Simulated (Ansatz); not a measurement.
**Al₂Ru: how the energy converges with the cutoff**

Al₂Ru, I4/mmm, a = 3.121 Å, c = 8.444 Å. The structure is a Materials Project entry; whether it is the stable form wasn't checked. Ansatz: PBEsol, PAW, cutoff varied, Γ-centred 18×18×18 mesh on 3 atoms, Gaussian smearing 0.10 eV; no spin polarisation. Single points at one geometry, the cutoff alone changed; ΔE is the energy at zero smearing over the run at 850 eV (runs within 0.3 meV/atom of it are left out). The runs up to 380 eV lie under the cutoff recommended for these PAW datasets.

| cutoff (eV) | ΔE (meV/atom) |
| --- | --- |
| 150 | ? |
| 200 | 3203.23 |
| 250 | 598.19 |
| 300 | 84.30 |
| 350 | 9.03 |
| 380 | 2.77 |
| 420 | 1.09 |
| 460 | 0.65 |
| 520 | 0.31 |

Question: Assume ΔE falls exponentially with the cutoff, fit y = ln ΔE against x, the cutoff in eV, to the other rows, and predict the missing value.

Answer: y = 8.072, 6.394, 4.434, 2.201, 1.019, 0.086, -0.431, -1.171. Means x = 360.0, y = 2.5755; Σ(Δx)² = 81000, ΣΔxΔy = -2488; the slope is their ratio. y = 13.63 − 0.03071 x, a factor of ten per 75 eV. At 150 eV this gives ΔE = 8295.76 meV/atom. The run gave 15824.83, a ratio of 0.52. Between neighbouring rows the decay runs from a factor of ten per 52 eV to one per 187 eV, so one exponential is only a rough guide. The fast fall gives way to a slow tail, so a fit to low cutoffs promises convergence too early.